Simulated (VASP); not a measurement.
# CdSe (F-43m) in VASP: further runs

The runs below take CdSe through band structure, with PBEsol, r2SCAN, TB-mBJ.

All numbers are computed with VASP 6.6.1; they aren't measurements. Logs are shortened: lines on timing, memory, paths and dates and some standing lists are left out, and cuts for length are marked.

### 1 The crystal as given

The structure is cubic, space group F-43m (No. 216). Conventional cell: a = 6.093 Å, b = 6.093 Å, c = 6.093 Å, α = 90.00°, β = 90.00°, γ = 90.00°. Around Cd (site symmetry -43m) lie 4 Se at 2.64 Å. Se (site symmetry -43m) is surrounded by 4 Cd at 2.64 Å.

Measurements of this composition are mostly on another form, of space group No. 186.

### 2 Band structure, PBEsol

INCAR

```
ALGO = Normal ; EDIFF = 1E-7
ENCUT = 520 ; GGA = PS
ISIF = 2 ; ISMEAR = 0
LASPH = True ; LCHARG = False
LREAL = False ; LWAVE = False
NELM = 100 ; PREC = Accurate
SIGMA = 0.02
```

KPOINTS

```
k-points
0
Gamma
  10 10 10
```

POSCAR

```
CdSe
1.0
    0.0000000000      3.0463900000      3.0463900000
    3.0463900000      0.0000000000      3.0463900000
    3.0463900000      3.0463900000      0.0000000000
Cd Se
1 1
Direct
    0.0000000000      0.0000000000      0.0000000000
    0.2500000000      0.2500000000      0.2500000000
```

KPOINTS_OPT

```
path GXWKGLUWLK,UX
20
line-mode
reciprocal
 0.0000000000  0.0000000000  0.0000000000  G
 0.5000000000  0.0000000000  0.5000000000  X

 0.5000000000  0.0000000000  0.5000000000  X
 0.5000000000  0.2500000000  0.7500000000  W

 0.5000000000  0.2500000000  0.7500000000  W
 0.3750000000  0.3750000000  0.7500000000  K

 0.3750000000  0.3750000000  0.7500000000  K
 0.0000000000  0.0000000000  0.0000000000  G

 0.0000000000  0.0000000000  0.0000000000  G
 0.5000000000  0.5000000000  0.5000000000  L

 0.5000000000  0.5000000000  0.5000000000  L
 0.6250000000  0.2500000000  0.6250000000  U

 0.6250000000  0.2500000000  0.6250000000  U
 0.5000000000  0.2500000000  0.7500000000  W

 0.5000000000  0.2500000000  0.7500000000  W
 0.5000000000  0.5000000000  0.5000000000  L

 0.5000000000  0.5000000000  0.5000000000  L
 0.3750000000  0.3750000000  0.7500000000  K

 0.6250000000  0.2500000000  0.6250000000  U
 0.5000000000  0.0000000000  0.5000000000  X
```

Potentials or basis: VASP PAW PBE potentials, release 64 (Cd, Se).

Run with:

```console
$ cat potpaw_PBE.64/Cd/POTCAR potpaw_PBE.64/Se/POTCAR > POTCAR
$ mpirun -np 1 vasp_std > vasp.out
```

OUTCAR:

```text
EDIFF = 1E-7
   ENCUT = 520
   GGA = PS
   ISIF = 2
   ISMEAR = 0
   LASPH = True
   LREAL = False
   NELM = 100
   PREC = Accurate

 ion  position               nearest neighbor table
   1  0.000  0.000  0.000-   2 2.64   2 2.64   2 2.64   2 2.64
   2  0.250  0.250  0.250-   1 2.64   1 2.64   1 2.64   1 2.64

  LATTYP: Found a face centered cubic cell.
 ALAT       =     6.0927800000

  Lattice vectors:

 A1 = (   0.0000000000,   3.0463900000,   3.0463900000)
 A2 = (   3.0463900000,   0.0000000000,   3.0463900000)
 A3 = (   3.0463900000,   3.0463900000,   0.0000000000)

Analysis of symmetry for initial positions (statically):
=====================================================================
 Subroutine PRICEL returns:
 Original cell was already a primitive cell.

 Routine SETGRP: Setting up the symmetry group for a
 face centered cubic supercell.

 Subroutine GETGRP returns: Found 24 space group operations
 (whereof 24 operations were pure point group operations)
 out of a pool of 48 trial point group operations.

The static configuration has the point symmetry T_d .

Analysis of symmetry for dynamics (positions and initial velocities):
=====================================================================
 Subroutine PRICEL returns:
 Original cell was already a primitive cell.

 Routine SETGRP: Setting up the symmetry group for a
 face centered cubic supercell.

 Subroutine GETGRP returns: Found 24 space group operations
 (whereof 24 operations were pure point group operations)
 out of a pool of 48 trial point group operations.

The dynamic configuration has the point symmetry T_d .

 Subroutine INISYM returns: Found 24 space group operations
 (whereof 24 operations are pure point group operations),
 and found     1 'primitive' translations

----------------------------------------------------------------------------------------

                                     Primitive cell

  volume of cell :      56.5440

  direct lattice vectors                    reciprocal lattice vectors
     0.000000000  3.046390000  3.046390000    -0.164128690  0.164128690  0.164128690
     3.046390000  0.000000000  3.046390000     0.164128690 -0.164128690  0.164128690
     3.046390000  3.046390000  0.000000000     0.164128690  0.164128690 -0.164128690

  length of vectors
     4.308246054  4.308246054  4.308246054     0.284279230  0.284279230  0.284279230

  position of ions in fractional coordinates (direct lattice)
     0.000000000  0.000000000  0.000000000
[... 89 lines left out ...]
   NELECT =      18.0000    total number of electrons
   NUPDOWN=      -1.0000    fix difference up-down
   EMIN   =  10.00;   EMAX   =-10.00  energy-range for DOS
   EFERMI =   0.00;   METHOD = LEGACY
   ISMEAR =     0;   SIGMA  =   0.02  broadening in eV -4-tet -1-fermi 0-gaus
   EFERMI_NEDOS =   21; number of points for ismear=-14 and -15
   IALGO  =     38    algorithm
   IMIX   =      4    mixing-type and parameters
     AMIX     =   0.40;   BMIX     =  1.00
     AMIX_MAG =   1.60;   BMIX_MAG =  1.00
  volume/ion in A,a.u.               =      28.27       190.79
  Fermi-wavevector in a.u.,A,eV,Ry     =   1.117816  2.112365 17.000639  1.249512
  Thomas-Fermi vector in A             =   2.254442
   LORBIT       =      0    0 simple, 1 ext, 2 COOP (PROOUT), +10 PAW based schemes
   GGA     = PS    functional components
   LHFCALC =     F    Hartree Fock is set to
   AEXX    =    0.0000 exact exchange contribution
   IVDW    =     0    specifies the selected vdW correction
   LEPSILON=     F    determine dielectric tensor
   LRPA    =     F    only Hartree local field effects (RPA)
 non-spin polarized calculation
 Gauss-broadening in eV      SIGMA  =   0.02
  energy-cutoff  :      520.00
  volume of cell :       56.54
 maximum number of plane-waves:      1540
   NGX = 17   NGY = 17   NGZ = 17

 number of electron      18.0000004 magnetization

 Free energy of the ion-electron system (eV)
  ---------------------------------------------------
  ext. energy  EPLUGINS =         0.00000000
  ---------------------------------------------------
  free energy    TOTEN  =        -6.17811100 eV

  energy without entropy =       -6.17811100  energy(sigma->0) =       -6.17811100

 E-fermi :   0.8639     XC(G=0):  -9.0760

 val. band max:        0.7709416477   @ k =   0.0000   0.0000   0.0000
 cond. band min:       1.2438755231   @ k =   0.0000   0.0000   0.0000
 fundamental gap:      0.4729338754
 Fermi energy:         0.8638535471

 k-point     1 :       0.0000    0.0000    0.0000
  band No.  band energies     occupation
      1     -11.8243      2.00000
      2      -7.1239      2.00000
      3      -7.1239      2.00000
      4      -7.1239      2.00000
      5      -6.7480      2.00000
      6      -6.7480      2.00000
      7       0.7709      2.00000
      8       0.7709      2.00000
      9       0.7709      2.00000
     10       1.2439      0.00000
     11       6.6259      0.00000
     12       6.6259      0.00000
     13       6.6259      0.00000
[... 354 lines left out ...]
  band No.  band energies     occupation
      1     -11.4270      2.00000
      2      -6.9574      2.00000
      3      -6.9289      2.00000
      4      -6.8837      2.00000
      5      -6.7035      2.00000
      6      -6.5895      2.00000
      7      -2.7676      2.00000
      8      -0.8896      2.00000
      9      -0.7227      2.00000
     10       4.2497      0.00000
     11       4.7616      0.00000
     12       8.2178      0.00000
     13       9.2898      0.00000

 [... further k-points ...]

------------------------ aborting loop because EDIFF is reached ----------------------------------------

  FORCE on cell =-STRESS in cart. coord.  units (eV):
  Direction    XX          YY          ZZ          XY          YZ          ZX
  --------------------------------------------------------------------------------------
  -------------------------------------------------------------------------------------
  Total        0.0174620      0.0174620      0.0174620      0.0000000      0.0000000     -0.0000000
  in kB        0.4947856      0.4947856      0.4947856      0.0000000      0.0000000     -0.0000000
  external PRESSURE =       0.4947856 kB  Pullay stress =       0.0000000 kB

 VOLUME and BASIS-vectors are now :
 -----------------------------------------------------------------------------
  energy-cutoff  :      520.00
  volume of cell :       56.54
      direct lattice vectors                 reciprocal lattice vectors
     0.000000000  3.046390000  3.046390000    -0.164128690  0.164128690  0.164128690
     3.046390000  0.000000000  3.046390000     0.164128690 -0.164128690  0.164128690
     3.046390000  3.046390000  0.000000000     0.164128690  0.164128690 -0.164128690

 POSITION                                       TOTAL-FORCE (eV/Angst)
 -----------------------------------------------------------------------------------
      0.00000      0.00000      0.00000        -0.000000     -0.000000     -0.000000
      1.52320      1.52320      1.52320         0.000000      0.000000      0.000000
 -----------------------------------------------------------------------------------
    total drift:                               -0.000000     -0.000000     -0.000000

  FREE ENERGIE OF THE ION-ELECTRON SYSTEM (eV)
  ---------------------------------------------------
  free  energy   TOTEN  =        -6.1781109995 eV

  energy  without entropy=       -6.1781109995  energy(sigma->0) =       -6.17811100
```

OSZICAR:

```text
N       E                     dE             d eps       ncg     rms          rms(c)
DAV:   1     0.110061694641E+03    0.11006E+03   -0.89745E+03  1222   0.124E+03
DAV:   2    -0.176431801588E+01   -0.11183E+03   -0.10740E+03  1392   0.291E+02
DAV:   3    -0.653321800874E+01   -0.47689E+01   -0.47571E+01  1457   0.622E+01
[... 48 lines left out ...]
DAV:   8    -0.471971601224E+04   -0.17213E-07     1051
       N       E                     dE             ncg
DAV:   1     0.199551450389E+05   -0.73772E+04      312
DAV:   2     0.186619328625E+05   -0.12932E+04      372
DAV:   3     0.186141247710E+05   -0.47808E+02      367
DAV:   4     0.186138881976E+05   -0.23657E+00      367
DAV:   5     0.186138866407E+05   -0.15569E-02      392
DAV:   6     0.186138866238E+05   -0.16915E-04      387
DAV:   7     0.186138866236E+05   -0.23593E-06      407
DAV:   8     0.186138866236E+05   -0.47694E-08      296
```

stdout:

```text
POSCAR found type information on POSCAR CdSe
 POSCAR found :  2 types and       2 ions
 scaLAPACK will be used
 -----------------------------------------------------------------------------
|                                                                             |
|                                                                             |
|     You enforced a specific xc type in the INCAR file but a different       |
|     I HOPE YOU KNOW WHAT YOU ARE DOING!                                     |
|                                                                             |
 -----------------------------------------------------------------------------

 LDA part: xc-table for (Slater+PW92), standard interpolation
 POSCAR, INCAR and KPOINTS ok, starting setup
 FFT: planning ... GRIDC
 FFT: planning ... GRID_SOFT
 FFT: planning ... GRID
 WAVECAR not read
 entering main loop
 Start KPOINTS_OPT (optional k-point list driver)
k-point batch [1-47\200]
k-point batch [48-94\200]
k-point batch [95-141\200]
k-point batch [142-188\200]
k-point batch [189-200\200]
```

Wall time 95 s (1 thread of Intel Xeon Platinum 8259CL at 2.50GHz (Skylake/Cascade Lake), shared host); peak memory 0.22 GiB.

What came out:

| Property | Result |
| --- | --- |
| Free energy | -6.1781 eV |
| Pressure | 0.0 GPa |
| Band gap on the k mesh | 0.47 eV, direct |
| Band gap along the path | 0.47 eV, direct |

Levels at the corners of the path, in eV from the valence-band top:
```
point  band 6  band 7  band 8  band 9  band 10  band 11  band 12  band 13
    Γ   -7.52    0.00    0.00    0.00     0.47     5.85     5.85     5.85
    X   -7.17   -4.11   -1.86   -1.86     3.01     3.67     8.95    10.10
    X   -7.17   -4.11   -1.86   -1.86     3.01     3.67     8.95    10.10
    W   -7.04   -4.01   -2.25   -2.23     4.97     5.10     6.36     7.46
    W   -7.04   -4.01   -2.25   -2.23     4.97     5.10     6.36     7.46
    K   -7.08   -4.04   -2.55   -1.52     3.60     5.07     8.12     8.52
    K   -7.08   -4.04   -2.55   -1.52     3.60     5.07     8.12     8.52
    Γ   -7.52    0.00    0.00    0.00     0.47     5.85     5.85     5.85
    Γ   -7.52    0.00    0.00    0.00     0.47     5.85     5.85     5.85
    L   -7.23   -4.42   -0.75   -0.75     2.28     6.36     6.36     7.27
    L   -7.23   -4.42   -0.75   -0.75     2.28     6.36     6.36     7.27
    U   -7.08   -4.04   -2.55   -1.52     3.60     5.07     8.12     8.53
    U   -7.08   -4.04   -2.55   -1.52     3.60     5.07     8.12     8.53
    W   -7.04   -4.01   -2.25   -2.23     4.97     5.10     6.36     7.46
    W   -7.04   -4.01   -2.25   -2.23     4.97     5.10     6.36     7.46
    L   -7.23   -4.42   -0.75   -0.75     2.28     6.36     6.36     7.27
    L   -7.23   -4.42   -0.75   -0.75     2.28     6.36     6.36     7.27
    K   -7.08   -4.04   -2.55   -1.52     3.60     5.07     8.12     8.53
    U   -7.08   -4.04   -2.55   -1.52     3.60     5.07     8.12     8.52
    X   -7.17   -4.11   -1.86   -1.86     3.01     3.67     8.95    10.10
```

Caveat: the PAW data sets were made with another functional, which shifts forces and pressure a little. PBEsol gaps usually lie below the measured ones, often by a third to a half.

### 3 Band structure, r2SCAN

INCAR

```
ALGO = Normal ; EDIFF = 1E-7
ENCUT = 520 ; ISIF = 2
ISMEAR = 0 ; LASPH = True
LCHARG = False ; LMIXTAU = True
LREAL = False ; LWAVE = False
METAGGA = R2SCAN ; NELM = 100
PREC = Accurate ; SIGMA = 0.02
```

KPOINTS is that of step 2.

POSCAR is that of step 2.

KPOINTS_OPT is that of step 2.

Potentials or basis: VASP PAW PBE potentials, release 64 (Cd, Se).

Run with:

```console
$ cat potpaw_PBE.64/Cd/POTCAR potpaw_PBE.64/Se/POTCAR > POTCAR
$ mpirun -np 1 vasp_std > vasp.out
```

OUTCAR:

```text
EDIFF = 1E-7
   ENCUT = 520
   ISIF = 2
   ISMEAR = 0
   LASPH = True
   LREAL = False
   METAGGA = R2SCAN
   NELM = 100
   PREC = Accurate

 ion  position               nearest neighbor table
   1  0.000  0.000  0.000-   2 2.64   2 2.64   2 2.64   2 2.64
   2  0.250  0.250  0.250-   1 2.64   1 2.64   1 2.64   1 2.64

  LATTYP: Found a face centered cubic cell.
 ALAT       =     6.0927800000

  Lattice vectors:

[... 569 lines left out ...]

 [... further k-points ...]

------------------------ aborting loop because EDIFF is reached ----------------------------------------

  FORCE on cell =-STRESS in cart. coord.  units (eV):
  Direction    XX          YY          ZZ          XY          YZ          ZX
  --------------------------------------------------------------------------------------
  -------------------------------------------------------------------------------------
  Total        0.4749493      0.4749493      0.4749493      0.0000000      0.0000000      0.0000000
  in kB       13.4577140     13.4577140     13.4577140      0.0000000      0.0000000      0.0000000
  external PRESSURE =      13.4577140 kB  Pullay stress =       0.0000000 kB

 VOLUME and BASIS-vectors are now :
 -----------------------------------------------------------------------------
  energy-cutoff  :      520.00
  volume of cell :       56.54
      direct lattice vectors                 reciprocal lattice vectors
     0.000000000  3.046390000  3.046390000    -0.164128690  0.164128690  0.164128690
     3.046390000  0.000000000  3.046390000     0.164128690 -0.164128690  0.164128690
     3.046390000  3.046390000  0.000000000     0.164128690  0.164128690 -0.164128690

 POSITION                                       TOTAL-FORCE (eV/Angst)
 -----------------------------------------------------------------------------------
      0.00000      0.00000      0.00000        -0.000000      0.000000     -0.000000
      1.52320      1.52320      1.52320         0.000000     -0.000000      0.000000
 -----------------------------------------------------------------------------------
    total drift:                               -0.000002     -0.000002     -0.000002

  FREE ENERGIE OF THE ION-ELECTRON SYSTEM (eV)
  ---------------------------------------------------
  free  energy   TOTEN  =       -35.9104544093 eV

  energy  without entropy=      -35.9104544093  energy(sigma->0) =      -35.91045441
```

OSZICAR:

```text
N       E                     dE             d eps       ncg     rms          rms(c)
DAV:   1     0.792219711404E+02    0.79222E+02   -0.91246E+03  1222   0.127E+03
DAV:   2    -0.358225250587E+02   -0.11504E+03   -0.11048E+03  1387   0.297E+02
DAV:   3    -0.407624535912E+02   -0.49399E+01   -0.49280E+01  1457   0.644E+01
[... 52 lines left out ...]
DAV:   8    -0.500537828275E+04   -0.24877E-07     1021
       N       E                     dE             ncg
DAV:   1     0.199239346616E+05   -0.74084E+04      312
DAV:   2     0.185904010183E+05   -0.13335E+04      367
DAV:   3     0.185410444690E+05   -0.49357E+02      372
DAV:   4     0.185408178347E+05   -0.22663E+00      372
DAV:   5     0.185408162551E+05   -0.15795E-02      407
DAV:   6     0.185408162364E+05   -0.18725E-04      377
DAV:   7     0.185408162361E+05   -0.28125E-06      412
DAV:   8     0.185408162361E+05   -0.35834E-08      301
```

stdout:

```text
POSCAR found type information on POSCAR CdSe
 POSCAR found :  2 types and       2 ions
 scaLAPACK will be used
 -----------------------------------------------------------------------------
|                                                                             |
|                                                                             |
|     You enforced a specific xc type in the INCAR file but a different       |
|     I HOPE YOU KNOW WHAT YOU ARE DOING!                                     |
|                                                                             |
 -----------------------------------------------------------------------------

 LDA part: xc-table for (None), standard interpolation
 POSCAR, INCAR and KPOINTS ok, starting setup
 FFT: planning ... GRIDC
 FFT: planning ... GRID_SOFT
 FFT: planning ... GRID
 WAVECAR not read
 entering main loop
 Start KPOINTS_OPT (optional k-point list driver)
k-point batch [1-47\200]
k-point batch [48-94\200]
k-point batch [95-141\200]
k-point batch [142-188\200]
k-point batch [189-200\200]
```

Run time: 4.7 min. Hardware: 1 thread of Intel Xeon Platinum 8259CL at 2.50GHz (Skylake/Cascade Lake), shared host; peak memory 0.21 GiB.

Results:

```yaml
Free_energy: -35.9105 eV
Pressure: 1.3 GPa
Band_gap_on_the_k_mesh: 1.08 eV, direct
Band_gap_along_the_path: 1.08 eV, direct
```

Levels at the corners of the path, in eV from the valence-band top:
```tsv
point	band 6	band 7	band 8	band 9	band 10	band 11	band 12	band 13
Γ	-7.75	0.00	0.00	0.00	1.08	6.47	6.47	6.47
X	-7.38	-4.06	-1.87	-1.87	3.47	4.15	9.67	10.93
X	-7.38	-4.06	-1.87	-1.87	3.47	4.15	9.67	10.93
W	-7.26	-3.95	-2.26	-2.22	5.51	5.51	7.06	8.03
W	-7.26	-3.95	-2.26	-2.22	5.51	5.51	7.06	8.03
K	-7.30	-3.99	-2.55	-1.53	4.09	5.56	8.74	9.19
K	-7.30	-3.99	-2.55	-1.53	4.09	5.56	8.74	9.19
Γ	-7.75	0.00	0.00	0.00	1.08	6.47	6.47	6.47
Γ	-7.75	0.00	0.00	0.00	1.08	6.47	6.47	6.47
L	-7.45	-4.40	-0.75	-0.75	2.86	6.93	6.93	7.81
L	-7.45	-4.40	-0.75	-0.75	2.86	6.93	6.93	7.81
U	-7.30	-3.99	-2.55	-1.53	4.09	5.56	8.74	9.19
U	-7.30	-3.99	-2.55	-1.53	4.09	5.56	8.74	9.19
W	-7.26	-3.95	-2.26	-2.22	5.51	5.51	7.06	8.03
W	-7.26	-3.95	-2.26	-2.22	5.51	5.51	7.06	8.03
L	-7.45	-4.40	-0.75	-0.75	2.86	6.93	6.93	7.81
L	-7.45	-4.40	-0.75	-0.75	2.86	6.93	6.93	7.81
K	-7.30	-3.99	-2.55	-1.53	4.09	5.56	8.74	9.19
U	-7.30	-3.99	-2.55	-1.53	4.09	5.56	8.74	9.19
X	-7.38	-4.06	-1.87	-1.87	3.47	4.15	9.67	10.93
```

Caveat: the PAW data sets were made with another functional, which shifts forces and pressure a little.

[end of part 1 of 2]
